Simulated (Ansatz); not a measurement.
## MgTe under changes of volume

One of the cells (33.761 Å³/atom); the others are scaled copies at fixed shape and fractional positions:

```xyz
2
Lattice="0.0000 3.2320 3.2320 3.2320 0.0000 3.2320 3.2320 3.2320 0.0000" Properties=species:S:1:pos:R:3 pbc="T T T"
Te    1.6160    1.6160    1.6160
Mg    0.0000    0.0000    0.0000
```

The cell comes from a database or a generator and needn't be the stable form of this composition.

* Program: Ansatz 0.2.0
* Functional: PBE0
* Potentials or basis: Ansatz PAW
* Cutoff: 420 eV (not typed: the program's choice for these potentials)
* k mesh: 4 × 4 × 4
* Occupations: fermi-dirac, width 0.05 eV
* Spin: no spin polarisation

```csv
volume (Å³/atom),energy over the lowest point (meV/atom),pressure (GPa),gap on the mesh (eV)
31.735,?,?,?
32.410,7.41,1.7,4.14
33.086,1.96,0.9,4.04
33.761,0.00,0.1,3.94
34.436,1.20,-0.6,3.84
35.111,5.28,-1.3,3.75
35.787,11.92,-1.9,3.66
```

Problem. What does the run at 31.735 Å³/atom give?

Solution. Energy over the lowest point 16.77 meV/atom; pressure 2.7 GPa; gap on the mesh 4.15 eV.

Worked out: A Birch-Murnaghan fit of order 3 (a polynomial in V^(-2/3)) to the other rows has its minimum at 33.83 Å³/atom with B0 = V·E''(V) = 37 GPa and B' = 4.1. It gives 16.74 meV/atom at 31.735 Å³/atom, against the run's 16.77, and -dE/dV = 2.7 GPa, against 2.7. A straight line through the other rows of the gap, of slope -4.86 eV per unit of ln V, extrapolates to 4.24 eV, against the run's 4.15.

Energies are extrapolated to zero smearing.

Caveats: some runs use coarse meshes; spin-orbit coupling is left out, which moves the levels of the heavy elements; the PAW data sets come from PBE, with cores solved anew for the run's functional, which leaves a small shift of forces and pressure; the thresholds are loose for stress.

A mesh can miss the band edges.
